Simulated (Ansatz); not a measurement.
# Calculated ¹⁷O nuclear quadrupole resonance for SiO₂

Cell: a structure deposited in the COD whose atoms were relaxed with PBE, the cell held.

```cif
data_SiO2
_symmetry_space_group_name_H-M 'Pbcn'
_symmetry_Int_Tables_number 60
_cell_length_a 4.0970
_cell_length_b 5.0462
_cell_length_c 4.4946
_cell_angle_alpha 90.000
_cell_angle_beta 90.000
_cell_angle_gamma 90.000
loop_
_atom_site_label
_atom_site_type_symbol
_atom_site_symmetry_multiplicity
_atom_site_Wyckoff_symbol
_atom_site_fract_x
_atom_site_fract_y
_atom_site_fract_z
Si Si 4 c 0.0000 0.1524 0.2500
O O 8 d 0.7316 0.6172 0.9200
```

One atom of each set is listed.

The numbers come from a DFT calculation in Ansatz (PBE, plane waves and PAW, scalar-relativistic, 420 eV cutoff, Γ-centred 5×4×5 k-points, Fermi–Dirac smearing 0.02 eV).

¹⁷O: I = 5/2, Q = -25.58 mb (year-2017 value). Static lattice, zero field.

Q: Predict the zero-field ¹⁷O lines of each site.

A: For I = 5/2 and η = 0 the lines are 3|C_Q|/20 and twice that; η pulls their ratio below 2.

```
site  atoms  V_zz (10²¹ V/m²)  C_Q (MHz)     η  line frequencies (MHz)
   O      8            -11.54       7.14  0.40              1.25, 2.08
```

At O V_zz stands upright on the plane through its three neighbours (within 3°).

At this cell the PBE pressure is 6 GPa, so with PBE the cell would grow if it were relaxed.
